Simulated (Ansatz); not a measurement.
# Pb: the cost of one run

Program: Ansatz 0.2.0. Level of theory: DFT PBE, scalar-relativistic, plane waves, PAW. These are calculated values, not measurements.

### 1 The system as given

It takes space group Pm-3m (No. 221, cubic). Conventional cell: a = 4.613 Å, b = 4.613 Å, c = 4.613 Å, α = 90.00°, β = 90.00°, γ = 90.00°. Pb (site symmetry 4/mmm) is surrounded by 8 Pb at 3.26 Å.

As a file:

```
Pb
1.0
     4.61333    0.00000    0.00000
     0.00000    4.61333    0.00000
     0.00000    0.00000    4.61333
Pb
3
Direct
  0.50000 0.00000 0.00000
  0.00000 0.50000 0.00000
  0.00000 0.00000 0.50000
```

A structure generator made this guess: random cell by space group and Wyckoff sites (Pm-3m, No. 221). The dimensions are guesses.

### 2 A first look at the guess

The input, input.yaml:

```yaml
crystal:
  lattice:
    - [4.61333363, 0.0, 0.0]
    - [0.0, 4.61333363, 0.0]
    - [0.0, 0.0, 4.61333363]
  atoms:
    - { symbol: Pb, position: [0.5, 0.0, 0.0] }
    - { symbol: Pb, position: [0.0, 0.5, 0.0] }
    - { symbol: Pb, position: [0.0, 0.0, 0.5] }
basis:
  ecutwfc: 420
kpoints:
  mp_grid: { grid: [4, 4, 4] }
hamiltonian:
  xc: pbe
scf:
  occupations: { method: gaussian, width: 0.1 }
  lower_state_search: "off"
output:
  forces: true
  stress: true
  eigenvalues: true
```

Run with:

```bash
ansatz run input.yaml --threads 1 --pin off --max-ram 2048MiB --backend cpu --events-out ev --progress --plain --runs-dir out
```

What time and memory should one allow on 1 thread of Arm Neoverse V1, shared host?

About 1.6 s, with a peak of 0.31 GiB.
